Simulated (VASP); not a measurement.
# P (Cmce) in VASP: a series of runs

One crystal, P, is run at these levels: PBE+D3(BJ); tasks: relaxation of cell and atoms.

All numbers are computed with VASP 6.6.1; they aren't measurements. Logs are shortened: lines on timing, memory, paths and dates and some standing lists are left out, and cuts for length are marked.

### 1 The structure

The structure is orthorhombic, space group Cmce (No. 64). Conventional cell: a = 3.316 Å, b = 10.484 Å, c = 4.379 Å, α = 90.00°, β = 90.00°, γ = 90.00°. Around P (site symmetry m) lie 3 P at 2.22 to 2.24 Å.

### 2 Relaxation of cell and atoms, PBE+D3(BJ)

INCAR

```
SYSTEM = P
PREC = Accurate
ENCUT = 900
EDIFF = 1E-7
ISMEAR = 0
SIGMA = 0.02
LREAL = .FALSE.
LASPH = .TRUE.
NELM = 60
ALGO = Normal
ISIF = 3
LWAVE = .FALSE.
LCHARG = .FALSE.
GGA = PE
IVDW = 12
IBRION = 2
NSW = 80
EDIFFG = -0.002
```

KPOINTS

```
Automatic mesh
0
G
  10 10 8
  0 0 0
```

POSCAR

```
P
1.0
    1.6582000000     -5.2420000000      0.0000000000
    1.6582000000      5.2420000000      0.0000000000
    0.0000000000      0.0000000000      4.3793000000
P
4
Direct
    0.8983800000      0.1016200000      0.0806800000
    0.6016200000      0.3983800000      0.5806800000
    0.1016200000      0.8983800000      0.9193200000
    0.3983800000      0.6016200000      0.4193200000
```

Potentials or basis: VASP PAW PBE potentials, release 64 (P_h).

The run is started by

```sh
cat potpaw_PBE.64/P_h/POTCAR > POTCAR
mpirun -np 1 vasp_std > vasp.out
```

OUTCAR:

```text
SYSTEM = P
   PREC = Accurate
   ENCUT = 900
   EDIFF = 1E-7
   ISMEAR = 0
   LREAL = .FALSE.
   LASPH = .TRUE.
   NELM = 60
   ISIF = 3
   GGA = PE
   IVDW = 12
   IBRION = 2
   NSW = 80
   EDIFFG = -0.002
 IVDW          = 12

 ion  position               nearest neighbor table
   1  0.898  0.102  0.081-   4 2.22   4 2.22   3 2.24
   2  0.602  0.398  0.581-   3 2.22   3 2.22   4 2.24
   3  0.102  0.898  0.919-   2 2.22   2 2.22   1 2.24
   4  0.398  0.602  0.419-   1 2.22   1 2.22   2 2.24

  LATTYP: Found a base centered orthorhombic cell.
 ALAT       =     3.3164000000
 B/A-ratio  =     3.1612591967
 C/A-ratio  =     1.3204981305

  Lattice vectors:

 A1 = (   1.6582000000,  -5.2420000000,   0.0000000000)
 A2 = (   1.6582000000,   5.2420000000,   0.0000000000)
 A3 = (   0.0000000000,   0.0000000000,   4.3793000000)

Analysis of symmetry for initial positions (statically):
=====================================================================
 Subroutine PRICEL returns:
 Original cell was already a primitive cell.

 Routine SETGRP: Setting up the symmetry group for a
 base centered orthorhombic supercell.

 Subroutine GETGRP returns: Found  8 space group operations
 (whereof  4 operations were pure point group operations)
 out of a pool of  8 trial point group operations.

The static configuration has the point symmetry C_2h.
 The point group associated with its full space group is D_2h.

Analysis of symmetry for dynamics (positions and initial velocities):
=====================================================================
 Subroutine PRICEL returns:
 Original cell was already a primitive cell.

 Routine SETGRP: Setting up the symmetry group for a
 base centered orthorhombic supercell.

 Subroutine GETGRP returns: Found  8 space group operations
 (whereof  4 operations were pure point group operations)
 out of a pool of  8 trial point group operations.

The dynamic configuration has the point symmetry C_2h.
 The point group associated with its full space group is D_2h.

 Subroutine INISYM returns: Found  8 space group operations
 (whereof  4 operations are pure point group operations),
 and found     1 'primitive' translations

----------------------------------------------------------------------------------------

                                     Primitive cell

  volume of cell :      76.1322

  direct lattice vectors                    reciprocal lattice vectors
     1.658200000 -5.242000000  0.000000000     0.301531781 -0.095383441  0.000000000
     1.658200000  5.242000000  0.000000000     0.301531781  0.095383441  0.000000000
     0.000000000  0.000000000  4.379300000     0.000000000  0.000000000  0.228346996

  length of vectors
     5.498017028  5.498017028  4.379300000     0.316258464  0.316258464  0.228346996

  position of ions in fractional coordinates (direct lattice)
     0.898380000  0.101620000  0.080680000
     0.601620000  0.398380000  0.580680000
     0.101620000  0.898380000  0.919320000
     0.398380000  0.601620000  0.419320000

  ion indices of the primitive-cell ions
   primitive index   ion index
                 1           1
                 2           2
                 3           3
                 4           4

----------------------------------------------------------------------------------------

 KPOINTS: Automatic mesh

Automatic generation of k-mesh.
 Grid dimensions read from file:
 generate k-points for:   10   10    8

 Generating k-lattice:

  Cartesian coordinates                     Fractional coordinates (reciprocal lattice)
     0.030153178 -0.009538344  0.000000000     0.100000000  0.000000000  0.000000000
     0.030153178  0.009538344  0.000000000     0.000000000  0.100000000  0.000000000
     0.000000000  0.000000000  0.028543375     0.000000000  0.000000000  0.125000000

  Length of vectors
     0.031625846  0.031625846  0.028543375

  Shift w.r.t. Gamma in fractional coordinates (k-lattice)
     0.000000000  0.000000000  0.000000000

 Subroutine IBZKPT returns following result:
 ===========================================

 Found    155 irreducible k-points:

 Following reciprocal coordinates:
            Coordinates               Weight
  0.000000  0.000000  0.000000      1.000000
  0.100000  0.000000  0.000000      4.000000
  0.200000  0.000000  0.000000      4.000000
  0.300000  0.000000  0.000000      4.000000
  0.400000  0.000000  0.000000      4.000000
  0.500000  0.000000  0.000000      2.000000
[... 16 lines left out ...]
  0.300000  0.300000  0.000000      2.000000
  0.400000  0.300000  0.000000      4.000000
 [... further k-points ...]
   k-points           NKPTS =    155   k-points in BZ     NKDIM =    155   number of bands    NBANDS=     14
   number of dos      NEDOS =    301   number of ions     NIONS =      4
   total plane-waves  NPLWV = 139968
   dimension x,y,z NGX =    54 NGY =   54 NGZ =   48
   dimension x,y,z NGXF=   108 NGYF=  108 NGZF=   96
   ions per type =               4
   NGX,Y,Z   is equivalent  to a cutoff of  16.33, 16.33, 18.22 a.u.
   NGXF,Y,Z  is equivalent  to a cutoff of  32.66, 32.66, 36.44 a.u.
 SYSTEM =  P
   PREC   = accura    normal or accurate (medium, high low for compatibility)
   ISTART =      0    job   : 0-new  1-cont  2-samecut
   ICHARG =      2    charge: 1-file 2-atom 10-const
   ISPIN  =      1    spin polarized calculation?
   LNONCOLLINEAR =      F non collinear calculations
   LSORBIT =      F    spin-orbit coupling
   LASPH  =      T    aspherical Exc in radial PAW
   ENCUT  =  900.0 eV  66.15 Ry    8.13 a.u.  13.45 13.45 10.71*2*pi/ulx,y,z
   NELM   =     60;   NELMIN=  2; NELMDL= -5     # of ELM steps
   EDIFF  = 0.1E-06   stopping-criterion for ELM
   LREAL  =      F    real-space projection
   EDIFFG = -.2E-02   stopping-criterion for IOM
   NSW    =     80    number of steps for IOM
   IBRION =      2    ionic relax: 0-MD 1-quasi-New 2-CG
   NFREE  =      1    steps in history (QN), initial steepest desc. (CG)
   ISIF   =      3    stress and relaxation
   ISYM   =      2    0-nonsym 1-usesym 2-fastsym
   POTIM  = 0.5000    time-step for ionic-motion
   TEBEG  =    0.0;   TEEND  =   0.0 temperature during run
   PSTRESS=    0.0 pullay stress
   NELECT =      20.0000    total number of electrons
   NUPDOWN=      -1.0000    fix difference up-down
   EMIN   =  10.00;   EMAX   =-10.00  energy-range for DOS
   EFERMI =   0.00;   METHOD = LEGACY
   ISMEAR =     0;   SIGMA  =   0.02  broadening in eV -4-tet -1-fermi 0-gaus
   EFERMI_NEDOS =   21; number of points for ismear=-14 and -15
   IALGO  =     38    algorithm
   IMIX   =      4    mixing-type and parameters
     AMIX     =   0.40;   BMIX     =  1.00
     AMIX_MAG =   1.60;   BMIX_MAG =  1.00
  volume/ion in A,a.u.               =      19.03       128.44
  Fermi-wavevector in a.u.,A,eV,Ry     =   1.048484  1.981348 14.957149  1.099319
  Thomas-Fermi vector in A             =   2.183408
   LORBIT       =      0    0 simple, 1 ext, 2 COOP (PROOUT), +10 PAW based schemes
   GGA     = PE    functional components
   LHFCALC =     F    Hartree Fock is set to
   AEXX    =    0.0000 exact exchange contribution
   IVDW    =    12    specifies the selected vdW correction
   LEPSILON=     F    determine dielectric tensor
   LRPA    =     F    only Hartree local field effects (RPA)
 conjugate gradient relaxation of ions
 non-spin polarized calculation
 Gauss-broadening in eV      SIGMA  =   0.02
  energy-cutoff  :      900.00
  volume of cell :       76.13
 maximum number of plane-waves:      4698
 NGX is ok and might be reduce to    54
   NGX = 27   NGY = 27   NGZ = 21

--------------------------------------- Ionic step        1  -------------------------------------------

 number of electron      20.0000000 magnetization

 Free energy of the ion-electron system (eV)
  ---------------------------------------------------
  ext. energy  EPLUGINS =         0.00000000
  ---------------------------------------------------
  free energy    TOTEN  =       -21.42956394 eV

  energy without entropy =      -21.42951124  energy(sigma->0) =      -21.42953759

 E-fermi :   7.2616     XC(G=0):  -9.9489

 val. band max:        7.2524788142   @ k =  -0.4000   0.4000   0.0000
 cond. band min:       7.2776004074   @ k =   0.5000   0.2000   0.0000
 fundamental gap:      0.0251215933
 Fermi energy:         7.2616298303

 k-point     1 :       0.0000    0.0000    0.0000
  band No.  band energies     occupation
      1      -8.7002      2.00000
      2      -5.6600      2.00000
      3      -2.4167      2.00000
      4       0.1819      2.00000
      5       2.2138      2.00000
      6       2.4878      2.00000
      7       3.1067      2.00000
      8       4.3076      2.00000
      9       4.5884      2.00000
     10       5.7842      2.00000
     11       7.9038      0.00000
     12       8.2670      0.00000
     13       9.0343      0.00000
     14      10.1570      0.00000
[... 377 lines left out ...]
      1      -7.4287      2.00000
      2      -5.1060      2.00000
      3      -3.6460      2.00000
      4      -0.0775      2.00000
      5       1.2823      2.00000
      6       1.8690      2.00000
      7       2.4848      2.00000
      8       3.4127      2.00000
      9       5.3958      2.00000
     10       5.7132      2.00000
     11       7.4640      0.00000
     12       8.1741      0.00000
     13       9.2947      0.00000
     14      10.0449      0.00000

 [... further k-points ...]

------------------------ aborting loop because EDIFF is reached ----------------------------------------

 Edisp (eV)   -1.46854

 E8    (eV) :    -0.5562
[... 111 lines left out ...]
  FREE ENERGIE OF THE ION-ELECTRON SYSTEM (eV)
  ---------------------------------------------------
  free  energy   TOTEN  =       -22.9065702632 eV

  energy  without entropy=      -22.9064708659  energy(sigma->0) =      -22.90652056

[... ionic steps 4 to 18 ...]

--------------------------------------- Ionic step       19  -------------------------------------------

 number of electron      20.0000000 magnetization

------------------------ aborting loop because EDIFF is reached ----------------------------------------
[... 79 lines left out ...]
--------------------------------------- Ionic step       21  -------------------------------------------

 number of electron      20.0000000 magnetization

 Free energy of the ion-electron system (eV)
  ---------------------------------------------------
  ext. energy  EPLUGINS =         0.00000000
  ---------------------------------------------------
  free energy    TOTEN  =       -21.34043526 eV

  energy without entropy =      -21.34036483  energy(sigma->0) =      -21.34040004

 E-fermi :   8.0720     XC(G=0): -10.3747

 val. band max:        8.0001366559   @ k =  -0.4000   0.3000   0.0000
 cond. band min:       8.0742141264   @ k =   0.5000   0.1000   0.0000
 fundamental gap:      0.0740774705
 Fermi energy:         8.0720289969

 k-point     1 :       0.0000    0.0000    0.0000
  band No.  band energies     occupation
      1      -8.0213      2.00000
      2      -4.6722      2.00000
      3      -1.1499      2.00000
      4       0.7038      2.00000
      5       2.9042      2.00000
      6       3.7602      2.00000
      7       3.9113      2.00000
      8       5.1353      2.00000
      9       5.3309      2.00000
     10       6.6376      2.00000
     11       9.0329      0.00000
     12       9.2353      0.00000
     13       9.8937      0.00000
     14      11.4492      0.00000
[... 377 lines left out ...]
      1      -6.6282      2.00000
      2      -4.4264      2.00000
      3      -2.7684      2.00000
      4       0.8871      2.00000
      5       2.4557      2.00000
      6       2.8873      2.00000
      7       3.3581      2.00000
      8       4.4862      2.00000
      9       6.3822      2.00000
     10       6.4438      2.00000
     11       8.2007      0.00000
     12       8.8161      0.00000
     13       9.9265      0.00000
     14      11.2784      0.00000

 [... further k-points ...]

------------------------ aborting loop because EDIFF is reached ----------------------------------------

 Edisp (eV)   -1.59259

 E8    (eV) :    -0.6030
[... 27 lines left out ...]
  FREE ENERGIE OF THE ION-ELECTRON SYSTEM (eV)
  ---------------------------------------------------
  free  energy   TOTEN  =       -22.9330211133 eV

  energy  without entropy=      -22.9329506829  energy(sigma->0) =      -22.93298590

 reached required accuracy - stopping structural energy minimisation
```

Wall time 47 min (1 thread of Intel Xeon Platinum 8488C (Sapphire Rapids), shared host); peak memory 0.59 GiB.

Results:

| Quantity | Value |
| --- | --- |
| Free energy | -22.9330 eV |
| Relaxed volume | 17.63 Å³/atom |
| Relaxed cell | a = 5.360 Å, b = 5.360 Å, c = 4.166 Å, α = 90.00°, β = 90.00°, γ = 143.91° |
| Space group after relaxing (to 0.05 Å) | Cmce (No. 64) |
| Energy gained by relaxing | 8.7 meV/atom |
| Ionic steps | 21 |
| Pressure after relaxing | 0.0 GPa |
| Band gap on the k mesh | none (metal or under the smearing width) |
| Dispersion energy per atom | -0.398 eV |

The path:
| step | energy change (eV) | largest force (eV/Å) | pressure (GPa) | volume (Å³) |
| --- | --- | --- | --- | --- |
| 1 | 0.0000 | 0.1015 | -1.22 | 76.13 |
| 2 | -0.0084 | 0.2104 | 0.16 | 74.55 |
| 3 | -0.0085 | 0.2242 | 0.32 | 74.38 |
| 4 | -0.0159 | 0.1246 | 0.14 | 73.76 |
| 5 | -0.0204 | 0.0423 | -0.09 | 72.84 |
| 6 | -0.0283 | 0.0701 | -0.23 | 72.23 |
| 7 | -0.0328 | 0.1106 | -0.38 | 71.32 |
| 8 | -0.0339 | 0.1039 | 0.27 | 70.49 |
| 9 | -0.0347 | 0.0278 | 0.01 | 70.82 |
| 10 | -0.0348 | 0.0180 | -0.04 | 70.76 |
| 11 | -0.0348 | 0.0186 | -0.07 | 70.73 |
| 12 | -0.0349 | 0.0054 | -0.02 | 70.62 |
| 13 | -0.0349 | 0.0072 | -0.01 | 70.61 |
| 14 | -0.0349 | 0.0033 | 0.02 | 70.57 |
| 15 | -0.0349 | 0.0062 | 0.04 | 70.55 |
| 16 | -0.0349 | 0.0035 | -0.02 | 70.57 |
| 17 | -0.0349 | 0.0035 | -0.01 | 70.57 |
| 18 | -0.0349 | 0.0015 | -0.01 | 70.56 |
| 19 | -0.0349 | 0.0022 | -0.02 | 70.54 |
| 20 | -0.0349 | 0.0016 | 0.01 | 70.51 |
| 21 | -0.0349 | 0.0008 | 0.01 | 70.52 |

Final structure:
```
P
1.0
     1.66044   -5.09683    0.00000
     1.66044    5.09683    0.00000
     0.00000    0.00000    4.16613
P
4
Direct
  0.89372 0.10628 0.07215
  0.60628 0.39372 0.57215
  0.10628 0.89372 0.92785
  0.39372 0.60628 0.42785
```

Caveat: pairwise dispersion overbinds metals, which lowers pressure and volume.

### 3 Relaxation of cell and atoms, PBE+D3(BJ)

This run uses another cell than the first one, of 17.63 Å³/atom, 0.926 times its volume.

INCAR is that of step 2.

KPOINTS is that of step 2.

POSCAR

```
P                                       
1.0
    1.6604403373     -5.0968310831      0.0000000000
    1.6604403373      5.0968310831     -0.0000000000
    0.0000000000     -0.0000000000      4.1661263484
  P             
     4
Direct
     0.8937163115013602    0.1062836884986398    0.0721511159024222
     0.6062836884986398    0.3937163115013603    0.5721511159024223
     0.1062836884986398    0.8937163115013602    0.9278488840975777
     0.3937163115013603    0.6062836884986398    0.4278488840975778
```

Potentials or basis: VASP PAW PBE potentials, release 64 (P_h).

The run is started by

```sh
cat potpaw_PBE.64/P_h/POTCAR > POTCAR
mpirun -np 1 vasp_std > vasp.out
```

Wall time 5.2 min (1 thread of Intel Xeon Platinum 8488C (Sapphire Rapids), shared host); peak memory 0.51 GiB.

It converged, with:

```
Free energy                : -22.9323 eV
Pressure after relaxing    : 0.0 GPa
Band gap on the k mesh     : none (metal or under the smearing width)
Dispersion energy per atom : -0.398 eV
```

Final structure:
```cif
data_structure
_symmetry_space_group_name_H-M 'P 1'
_symmetry_Int_Tables_number 1
_cell_length_a 5.3605
_cell_length_b 5.3605
_cell_length_c 4.1661
_cell_angle_alpha 90.000
_cell_angle_beta 90.000
_cell_angle_gamma 143.911
_cell_volume 70.52
loop_
_atom_site_label
_atom_site_type_symbol
_atom_site_fract_x
_atom_site_fract_y
_atom_site_fract_z
_atom_site_occupancy
P1 P 0.89372 0.10628 0.07215 1
P2 P 0.60628 0.39372 0.57215 1
P3 P 0.10628 0.89372 0.92785 1
P4 P 0.39372 0.60628 0.42785 1
```

Levels at points of the mesh, in eV from the Fermi level:
```
           k point  band 6  band 7  band 8  band 9  band 10  band 11  band 12  band 13  band 14
(0.00, 0.00, 0.00)   -4.31   -4.16   -2.94   -2.74    -1.43     0.96     1.16     1.82     3.38
(0.50, 0.00, 0.00)   -5.09   -3.27   -3.27   -2.72    -2.72     0.74     0.74     1.02     1.02
(0.50, 0.50, 0.00)   -5.32   -4.44   -2.25   -1.87    -0.43     0.41     0.59     2.39     3.09
(0.00, 0.00, 0.50)   -5.21   -3.17   -3.17   -0.94    -0.94     1.40     1.40     2.15     2.15
(0.50, 0.00, 0.50)   -5.96   -5.83   -5.83   -2.16    -2.16     1.54     1.54     4.67     4.67
(0.50, 0.50, 0.50)   -3.25   -2.49   -2.49   -1.32    -1.32     1.26     1.26     2.67     2.67
```

Caveat: the relaxation stopped at its first step, so nothing moved; pairwise dispersion overbinds metals, which lowers pressure and volume.
